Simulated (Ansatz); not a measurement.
The system is PbSe (Clausthalite).

```
Pb Se
1.0
     0.00000    3.06065    3.06065
     3.06065    0.00000    3.06065
     3.06065    3.06065    0.00000
Pb Se
1 1
Cartesian
  0.0000 0.0000 0.0000
  3.0606 3.0606 3.0606
```

| Quantity | Value |
| --- | --- |
| Program | Ansatz 0.2.0 |
| Task | relaxation of cell and atoms |
| Functional | PBE |
| Potentials or basis | Ansatz PAW |
| Cutoff | 420 eV (not typed: the program's choice for these potentials) |
| k mesh | 8 × 8 × 8 |
| Occupations | fermi-dirac, width 0.05 eV |
| Spin | no spin polarisation |

At the start: volume 28.67 Å³/atom.

Where does the relaxation end?

It ends after 5 steps and the volume is 30.04 Å³/atom (+4.8 %); space group Fm-3m (No. 225, to 0.05 Å).

The path:
```csv
step,energy change (eV),largest force (eV/Å),volume (Å³)
1,0.0000,0.0000,57.34
2,-0.0157,0.0000,61.36
3,-0.0196,0.0000,60.19
4,-0.0196,0.0000,60.09
5,-0.0199,0.0000,60.09
```

Final structure:
```
Pb Se
1.0
     0.00000    3.10871    3.10871
     3.10871    0.00000    3.10871
     3.10871    3.10871    0.00000
Pb Se
1 1
Cartesian
  0.0000 0.0000 0.0000
  3.1087 3.1087 3.1087
```

The cell as given is a measured one (28.67 Å³/atom); PBE puts the equilibrium volume +4.8 % from it, thermal expansion not counted.

Caveat: the plane-wave basis is chosen anew once the cell has moved, so the energies of steps on either side of that aren't comparable.
